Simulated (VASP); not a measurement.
# MgS (Imm2) in VASP: band structure with LDA

Aim: the band structure of MgS with LDA.

All numbers are computed with VASP 6.6.1; they aren't measurements. Logs are shortened: lines on timing, memory, paths and dates and some standing lists are left out, and cuts for length are marked.

## 1. The crystal as given

Symmetry: Imm2, No. 44, orthorhombic system. Conventional cell: a = 3.898 Å, b = 4.005 Å, c = 5.665 Å, α = 90.00°, β = 90.00°, γ = 90.00°. Mg (site symmetry mm2) is surrounded by 4 S at 2.43 to 2.44 Å. S (site symmetry mm2) is surrounded by 4 Mg at 2.43 to 2.44 Å.

The cell comes from a database or a generator and needn't be the stable form of this composition.

## 2. Band structure, LDA

Contents of POSCAR:

```
MgS                                     
1.0
    4.0054621103      0.0000000000      0.0000000000
    0.0000000000      5.6645788400      0.0000000000
    0.0000000000      0.0000000000      3.8979112299
  Mg              S             
     2     2
Direct
     0.0000000000000000    0.9973243021137764    0.0000000000000000
     0.5000000000000000    0.4973243021137763    0.5000000000000000
     0.0000000000000000    0.2526756978862236    0.5000000000000000
     0.5000000000000000    0.7526756978862237    0.0000000000000000
```

Contents of INCAR.step1:

```
SYSTEM = MgS
PREC = Accurate
ENCUT = 520
EDIFF = 1E-7
ISMEAR = 0
SIGMA = 0.02
LREAL = .False.
LASPH = .True.
NELM = 80
ALGO = Normal
ISIF = 2
LWAVE = .False.
LCHARG = .True.
GGA = CA
NBANDS = 16
```

Contents of KPOINTS.step1:

```
regular mesh
0
Gamma
  8 6 8
  0 0 0
```

Contents of INCAR.step2:

```
SYSTEM = MgS
PREC = Accurate
ENCUT = 520
EDIFF = 1E-7
ISMEAR = 0
SIGMA = 0.05
LREAL = .False.
LASPH = .True.
NELM = 80
ALGO = Normal
ISIF = 2
LWAVE = .False.
LCHARG = .False.
GGA = CA
NBANDS = 16
ICHARG = 11
```

Contents of KPOINTS.step2:

```
path GXSYGZURTZ,YT,UX,SR
15
line-mode
reciprocal
 0.0000000000  0.0000000000  0.0000000000  G
-0.5000000000  0.0000000000  0.0000000000  X

-0.5000000000  0.0000000000  0.0000000000  X
-0.5000000000  0.0000000000 -0.5000000000  S

-0.5000000000  0.0000000000 -0.5000000000  S
 0.0000000000  0.0000000000 -0.5000000000  Y

 0.0000000000  0.0000000000 -0.5000000000  Y
 0.0000000000  0.0000000000  0.0000000000  G

 0.0000000000  0.0000000000  0.0000000000  G
 0.0000000000 -0.5000000000  0.0000000000  Z

 0.0000000000 -0.5000000000  0.0000000000  Z
-0.5000000000 -0.5000000000  0.0000000000  U

-0.5000000000 -0.5000000000  0.0000000000  U
-0.5000000000 -0.5000000000 -0.5000000000  R

-0.5000000000 -0.5000000000 -0.5000000000  R
 0.0000000000 -0.5000000000 -0.5000000000  T

 0.0000000000 -0.5000000000 -0.5000000000  T
 0.0000000000 -0.5000000000  0.0000000000  Z

 0.0000000000  0.0000000000 -0.5000000000  Y
 0.0000000000 -0.5000000000 -0.5000000000  T

-0.5000000000 -0.5000000000  0.0000000000  U
-0.5000000000  0.0000000000  0.0000000000  X

-0.5000000000  0.0000000000 -0.5000000000  S
-0.5000000000 -0.5000000000 -0.5000000000  R
```

Potentials or basis: VASP PAW LDA potentials, release 64 (Mg, S).

Started as:

```sh
cat potpaw_LDA.64/Mg/POTCAR potpaw_LDA.64/S/POTCAR > POTCAR
cp INCAR.step1 INCAR
cp KPOINTS.step1 KPOINTS
mpirun -np 1 vasp_std > vasp.out
cp INCAR.step2 INCAR
cp KPOINTS.step2 KPOINTS
mpirun -np 1 vasp_std > vasp.out
```

OUTCAR:

```text
SYSTEM = MgS
   PREC = Accurate
   ENCUT = 520
   EDIFF = 1E-7
   ISMEAR = 0
   LREAL = .False.
   LASPH = .True.
   NELM = 80
   ISIF = 2
   GGA = CA
   ICHARG = 11

 ion  position               nearest neighbor table
   1  0.000  0.997  0.000-   3 2.43   3 2.43   4 2.44   4 2.44
   2  0.500  0.497  0.500-   4 2.43   4 2.43   3 2.44   3 2.44
   3  0.000  0.253  0.500-   1 2.43   1 2.43   2 2.44   2 2.44
   4  0.500  0.753  0.000-   2 2.43   2 2.43   1 2.44   1 2.44

  LATTYP: Found a simple orthorhombic cell.
 ALAT       =     3.8979112299
 B/A-ratio  =     1.0275919266
 C/A-ratio  =     1.4532344391

  Lattice vectors:

 A1 = (   0.0000000000,   0.0000000000,   3.8979112299)
 A2 = (   4.0054621103,   0.0000000000,   0.0000000000)
 A3 = (   0.0000000000,   5.6645788400,   0.0000000000)

Analysis of symmetry for initial positions (statically):
=====================================================================
 Subroutine PRICEL returns following result:

  LATTYP: Found a body centered orthorhombic cell.
 ALAT       =     3.8979112299
 B/A-ratio  =     1.0275919266
 C/A-ratio  =     1.4532344391

  Lattice vectors:

 A1 = (  -2.0027310551,  -2.8322894200,  -1.9489556150)
 A2 = (   2.0027310551,  -2.8322894200,   1.9489556150)
 A3 = (  -2.0027310551,   2.8322894200,   1.9489556150)

   2 primitive cells build up your supercell.

 Routine SETGRP: Setting up the symmetry group for a
 simple orthorhombic supercell.

 Subroutine GETGRP returns: Found  4 space group operations
 (whereof  4 operations were pure point group operations)
 out of a pool of  8 trial point group operations.

The static configuration has the point symmetry C_2v.

Analysis of symmetry for dynamics (positions and initial velocities):
=====================================================================
 Subroutine PRICEL returns following result:

  LATTYP: Found a body centered orthorhombic cell.
 ALAT       =     3.8979112299
 B/A-ratio  =     1.0275919266
 C/A-ratio  =     1.4532344391

  Lattice vectors:

 A1 = (  -2.0027310551,  -2.8322894200,  -1.9489556150)
 A2 = (   2.0027310551,  -2.8322894200,   1.9489556150)
 A3 = (  -2.0027310551,   2.8322894200,   1.9489556150)

   2 primitive cells build up your supercell.

 Routine SETGRP: Setting up the symmetry group for a
 simple orthorhombic supercell.

 Subroutine GETGRP returns: Found  4 space group operations
 (whereof  4 operations were pure point group operations)
 out of a pool of  8 trial point group operations.

The dynamic configuration has the point symmetry C_2v.

 Subroutine INISYM returns: Found  4 space group operations
 (whereof  4 operations are pure point group operations),
 and found     2 'primitive' translations

----------------------------------------------------------------------------------------

                                     Primitive cell

  volume of cell :      44.2204

  direct lattice vectors                    reciprocal lattice vectors
    -2.002731055 -2.832289420 -1.948955615    -0.249659084 -0.176535631  0.000000000
     2.002731055 -2.832289420  1.948955615     0.000000000 -0.176535631  0.256547659
    -2.002731055  2.832289420  1.948955615    -0.249659084  0.000000000  0.256547659

  length of vectors
     3.978846947  3.978846947  3.978846947     0.305768682  0.311418577  0.357975361

  position of ions in fractional coordinates (direct lattice)
     0.002675698  0.002675698  0.000000000
     0.747324302  0.247324302  0.500000000

  ion indices of the primitive-cell ions
   primitive index   ion index
                 1           1
                 2           4

----------------------------------------------------------------------------------------

 KPOINTS: path GXSYGZURTZ,YT,UX,SR

Interpolating k-points between supplied coordinates.

 Line segments in fractional coordinates (reciprocal lattice):
    0.000000  0.000000  0.000000  ... -0.500000  0.000000  0.000000
   -0.500000  0.000000  0.000000  ... -0.500000  0.000000 -0.500000
   -0.500000  0.000000 -0.500000  ...  0.000000  0.000000 -0.500000
    0.000000  0.000000 -0.500000  ...  0.000000  0.000000  0.000000
    0.000000  0.000000  0.000000  ...  0.000000 -0.500000  0.000000
    0.000000 -0.500000  0.000000  ... -0.500000 -0.500000  0.000000
   -0.500000 -0.500000  0.000000  ... -0.500000 -0.500000 -0.500000
   -0.500000 -0.500000 -0.500000  ...  0.000000 -0.500000 -0.500000
    0.000000 -0.500000 -0.500000  ...  0.000000 -0.500000  0.000000
    0.000000  0.000000 -0.500000  ...  0.000000 -0.500000 -0.500000
   -0.500000 -0.500000  0.000000  ... -0.500000  0.000000  0.000000
   -0.500000  0.000000 -0.500000  ... -0.500000 -0.500000 -0.500000

 Generated    15 points on each line segment, for a total of    180 k-points:

 Following reciprocal coordinates:
            Coordinates               Weight
  0.000000  0.000000  0.000000      0.005556
 -0.035714  0.000000  0.000000      0.005556
 -0.071429  0.000000  0.000000      0.005556
 -0.107143  0.000000  0.000000      0.005556
 -0.142857  0.000000  0.000000      0.005556
 -0.178571  0.000000  0.000000      0.005556
[... 16 lines left out ...]
 -0.500000  0.000000 -0.250000      0.005556
 -0.500000  0.000000 -0.285714      0.005556
 [... further k-points ...]
   k-points           NKPTS =    180   k-points in BZ     NKDIM =    180   number of bands    NBANDS=     16
   number of dos      NEDOS =    301   number of ions     NIONS =      4
   total plane-waves  NPLWV =  37800
   dimension x,y,z NGX =    30 NGY =   42 NGZ =   30
   dimension x,y,z NGXF=    60 NGYF=   84 NGZF=   60
   ions per type =               2   2
   NGX,Y,Z   is equivalent  to a cutoff of  12.45, 12.33, 12.80 a.u.
   NGXF,Y,Z  is equivalent  to a cutoff of  24.90, 24.65, 25.59 a.u.
 SYSTEM =  MgS
   PREC   = accura    normal or accurate (medium, high low for compatibility)
   ISTART =      0    job   : 0-new  1-cont  2-samecut
   ICHARG =     11    charge: 1-file 2-atom 10-const
   ISPIN  =      1    spin polarized calculation?
   LNONCOLLINEAR =      F non collinear calculations
   LSORBIT =      F    spin-orbit coupling
   LASPH  =      T    aspherical Exc in radial PAW
   ENCUT  =  520.0 eV  38.22 Ry    6.18 a.u.   7.45 10.53  7.25*2*pi/ulx,y,z
   NELM   =     80;   NELMIN=  2; NELMDL=  0     # of ELM steps
   EDIFF  = 0.1E-06   stopping-criterion for ELM
   LREAL  =      F    real-space projection
   EDIFFG = 0.1E-05   stopping-criterion for IOM
   NSW    =      0    number of steps for IOM
   IBRION =     -1    ionic relax: 0-MD 1-quasi-New 2-CG
   NFREE  =      0    steps in history (QN), initial steepest desc. (CG)
   ISIF   =      2    stress and relaxation
   ISYM   =      2    0-nonsym 1-usesym 2-fastsym
   POTIM  = 0.5000    time-step for ionic-motion
   TEBEG  =    0.0;   TEEND  =   0.0 temperature during run
   PSTRESS=    0.0 pullay stress
   NELECT =      16.0000    total number of electrons
   NUPDOWN=      -1.0000    fix difference up-down
   EMIN   =  10.00;   EMAX   =-10.00  energy-range for DOS
   EFERMI =   0.00;   METHOD = LEGACY
   ISMEAR =     0;   SIGMA  =   0.05  broadening in eV -4-tet -1-fermi 0-gaus
   EFERMI_NEDOS =   21; number of points for ismear=-14 and -15
   IALGO  =     38    algorithm
   IMIX   =      4    mixing-type and parameters
     AMIX     =   0.40;   BMIX     =  1.00
     AMIX_MAG =   1.60;   BMIX_MAG =  1.00
  volume/ion in A,a.u.               =      22.11       149.21
  Fermi-wavevector in a.u.,A,eV,Ry     =   0.925900  1.749697 11.664150  0.857291
  Thomas-Fermi vector in A             =   2.051804
   LORBIT       =      0    0 simple, 1 ext, 2 COOP (PROOUT), +10 PAW based schemes
   GGA     = CA    functional components
   LHFCALC =     F    Hartree Fock is set to
   AEXX    =    0.0000 exact exchange contribution
   IVDW    =     0    specifies the selected vdW correction
   LEPSILON=     F    determine dielectric tensor
   LRPA    =     F    only Hartree local field effects (RPA)
 non-spin polarized calculation
 Gauss-broadening in eV      SIGMA  =   0.05
  energy-cutoff  :      520.00
  volume of cell :       88.44
 maximum number of plane-waves:      2417
 NGX is ok and might be reduce to    30

 number of electron      16.0000001 magnetization

 Free energy of the ion-electron system (eV)
  ---------------------------------------------------
  ext. energy  EPLUGINS =         0.00000000
  ---------------------------------------------------
  free energy    TOTEN  =       -18.40744755 eV

  energy without entropy =      -18.40744755  energy(sigma->0) =      -18.40744755

 E-fermi :   1.4356     XC(G=0):  -8.8601

 val. band max:        1.1623229721   @ k =   0.0000   0.0000   0.0000
 cond. band min:       4.3740482688   @ k =   0.0000   0.0000   0.0000
 fundamental gap:      3.2117252967
 Fermi energy:         1.4356436524

 k-point     1 :       0.0000    0.0000    0.0000
  band No.  band energies     occupation
      1     -10.2648      2.00000
      2      -9.2995      2.00000
      3      -1.9420      2.00000
      4      -0.1055      2.00000
      5       0.1432      2.00000
      6       0.9891      2.00000
[... 8 lines left out ...]
     15      11.7352      0.00000
     16      11.9802      0.00000

 k-point     2 :      -0.0357    0.0000    0.0000
  band No.  band energies     occupation
      1     -10.2597      2.00000
      2      -9.2994      2.00000
      3      -1.9343      2.00000
      4      -0.1350      2.00000
      5       0.1480      2.00000
      6       0.9435      2.00000
[... 8 lines left out ...]
     15      11.7245      0.00000
     16      11.9168      0.00000

 k-point     3 :      -0.0714    0.0000    0.0000
  band No.  band energies     occupation
      1     -10.2444      2.00000
      2      -9.2992      2.00000
      3      -1.9110      2.00000
      4      -0.2192      2.00000
      5       0.1621      2.00000
      6       0.8154      2.00000
[... 8 lines left out ...]
     15      11.7025      0.00000
     16      11.7549      0.00000

 k-point     4 :      -0.1071    0.0000    0.0000
  band No.  band energies     occupation
      1     -10.2194      2.00000
      2      -9.2992      2.00000
      3      -1.8728      2.00000
      4      -0.3463      2.00000
      5       0.1855      2.00000
      6       0.6257      2.00000
[... 8 lines left out ...]
     15      11.5226      0.00000
     16      11.6517      0.00000
[... 324 lines left out ...]
 k-point    22 :      -0.5000    0.0000   -0.2143
  band No.  band energies     occupation
      1      -9.4575      2.00000
      2      -9.4575      2.00000
      3      -1.5314      2.00000
      4      -1.5314      2.00000
      5      -0.3198      2.00000
      6      -0.3198      2.00000
[... 8 lines left out ...]
     15      11.2665      0.00000
     16      11.2665      0.00000

 k-point    23 :      -0.5000    0.0000   -0.2500
  band No.  band energies     occupation
      1      -9.4254      2.00000
      2      -9.4254      2.00000
      3      -1.5621      2.00000
      4      -1.5621      2.00000
      5      -0.2729      2.00000
      6      -0.2729      2.00000
[... 8 lines left out ...]
     15      11.5420      0.00000
     16      11.5421      0.00000

 k-point    24 :      -0.5000    0.0000   -0.2857
  band No.  band energies     occupation
      1      -9.3927      2.00000
      2      -9.3927      2.00000
      3      -1.6075      2.00000
      4      -1.6075      2.00000
      5      -0.2248      2.00000
      6      -0.2248      2.00000
[... 8 lines left out ...]
     15      11.8035      0.00000
     16      11.8040      0.00000

 [... further k-points ...]

------------------------ aborting loop because EDIFF is reached ----------------------------------------

  FORCE on cell =-STRESS in cart. coord.  units (eV):
  Direction    XX          YY          ZZ          XY          YZ          ZX
  --------------------------------------------------------------------------------------
  -------------------------------------------------------------------------------------
  Total        1.0017090     -0.2375280      2.1110271      0.0000000      0.0000000      0.0000000
  in kB       18.1467958     -4.3030178     38.2430204      0.0000000      0.0000000      0.0000000
  external PRESSURE =      17.3622662 kB  Pullay stress =       0.0000000 kB

 VOLUME and BASIS-vectors are now :
 -----------------------------------------------------------------------------
  energy-cutoff  :      520.00
  volume of cell :       88.44
      direct lattice vectors                 reciprocal lattice vectors
     4.005462110  0.000000000  0.000000000     0.249659084  0.000000000  0.000000000
     0.000000000  5.664578840  0.000000000     0.000000000  0.176535631  0.000000000
     0.000000000  0.000000000  3.897911230     0.000000000  0.000000000  0.256547659

 POSITION                                       TOTAL-FORCE (eV/Angst)
 -----------------------------------------------------------------------------------
      0.00000      5.64942      0.00000         0.000000      0.009959      0.000000
      2.00273      2.81713      1.94896         0.000000      0.009959      0.000000
      0.00000      1.43130      1.94896         0.000000     -0.009959     -0.000000
      2.00273      4.26359      0.00000        -0.000000     -0.009959     -0.000000
 -----------------------------------------------------------------------------------
    total drift:                                0.000000      0.003921     -0.000001

  FREE ENERGIE OF THE ION-ELECTRON SYSTEM (eV)
  ---------------------------------------------------
  free  energy   TOTEN  =       -18.4074475536 eV

  energy  without entropy=      -18.4074475536  energy(sigma->0) =      -18.40744755
```

Run time: 98 s. Hardware: 1 thread of Intel Xeon 6975P-C (Granite Rapids), shared host; peak memory 0.32 GiB.

Results:

```yaml
Band_gap_on_the_k_mesh: 3.21 eV
Band_gap_along_the_path: 3.21 eV
```

Levels at the corners of the path, in eV from the valence-band top:
```
point  band 4  band 5  band 6  band 7  band 8  band 9  band 10  band 11  band 12  band 13
    Γ   -1.27   -1.02   -0.17   -0.13    0.00    3.21     3.54     5.45     7.55     7.73
    X   -2.68   -1.64   -1.64   -0.34   -0.34    6.27     6.27     6.65     6.65     7.73
    X   -2.68   -1.64   -1.64   -0.34   -0.34    6.27     6.27     6.65     6.65     7.73
    S   -3.04   -1.22   -1.22   -1.21   -1.21    3.52     3.52     5.33     5.33    11.04
    S   -3.04   -1.22   -1.22   -1.21   -1.21    3.52     3.52     5.33     5.33    11.04
    Y   -2.66   -1.59   -1.59   -0.51   -0.51    6.08     6.08     6.60     6.60     7.69
    Y   -2.66   -1.59   -1.59   -0.51   -0.51    6.08     6.08     6.60     6.60     7.69
    Γ   -1.27   -1.02   -0.17   -0.13    0.00    3.21     3.54     5.45     7.55     7.73
    Γ   -1.27   -1.02   -0.17   -0.13    0.00    3.21     3.54     5.45     7.55     7.73
    Z   -1.96   -0.78   -0.78   -0.56   -0.56    4.88     4.88     6.33     6.33     8.10
    Z   -1.96   -0.78   -0.78   -0.56   -0.56    4.88     4.88     6.33     6.33     8.10
    U   -3.43   -0.47   -0.47   -0.32   -0.32    4.91     4.91     7.34     7.34     7.62
    U   -3.43   -0.47   -0.47   -0.32   -0.32    4.91     4.91     7.34     7.34     7.62
    R   -2.50   -2.05   -2.05   -1.52   -1.52    5.20     5.20     7.74     7.74     7.90
    R   -2.50   -2.05   -2.05   -1.52   -1.52    5.20     5.20     7.74     7.74     7.90
    T   -3.38   -0.49   -0.49   -0.49   -0.49    4.80     4.80     7.31     7.31     7.32
    T   -3.38   -0.49   -0.49   -0.49   -0.49    4.80     4.80     7.31     7.31     7.32
    Z   -1.96   -0.78   -0.78   -0.56   -0.56    4.88     4.88     6.33     6.33     8.10
    Y   -2.66   -1.59   -1.59   -0.51   -0.51    6.08     6.08     6.60     6.60     7.69
    T   -3.38   -0.49   -0.49   -0.49   -0.49    4.80     4.80     7.31     7.31     7.32
    U   -3.43   -0.47   -0.47   -0.32   -0.32    4.91     4.91     7.34     7.34     7.62
    X   -2.68   -1.64   -1.64   -0.34   -0.34    6.27     6.27     6.65     6.65     7.73
    S   -3.04   -1.22   -1.22   -1.21   -1.21    3.52     3.52     5.33     5.33    11.04
    R   -2.50   -2.05   -2.05   -1.52   -1.52    5.20     5.20     7.74     7.74     7.90
```

Caveat: the log is that of the step along the path at fixed density, whose energy, stress, charges and moments have no meaning. Expect the measured gap to be larger: semilocal functionals such as LDA lack the derivative discontinuity.
